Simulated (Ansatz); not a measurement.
A run of Ansatz 0.2.0 is set up as follows.

The input input.yaml:

```yaml
crystal:
  lattice:
    - [0.0, 1.8075, 1.8075]
    - [1.8075, 0.0, 1.8075]
    - [1.8075, 1.8075, 0.0]
  atoms:
    - { symbol: Cu, position: [0.0, 0.0, 0.0] }
hamiltonian:
  xc: rpbe
  pseudopotentials: { kind: paw }
kpoints:
  mp_grid: { grid: [13, 13, 13] }
scf:
  occupations: { method: fermi_dirac, width: 0.05 }
output:
  forces: true
  stress: true
relax:
  f_tol: 0.01
  max_steps: 40
  cell: { stress_tol: 0.05 }
```

Potentials or basis: Ansatz PAW.

Run with:

```console
$ ansatz run input.yaml --threads 2 --pin off --max-ram 5632MiB --backend cpu --events-out ev --progress --plain --runs-dir out
```

(1) Estimate the relaxed volume.

(2) Predict the relaxed cell.

(3) What does it give for the space group after relaxing (to 0.05 Å)?

Answers

(1) 12.38 Å³/atom.

(2) a = 2.596 Å, b = 2.596 Å, c = 2.596 Å, α = 60.00°, β = 60.00°, γ = 60.00°.

(3) Fm-3m (No. 225).

Caveat: the PAW data sets come from PBE, with cores solved anew for the run's functional, which leaves a small shift of forces and pressure.
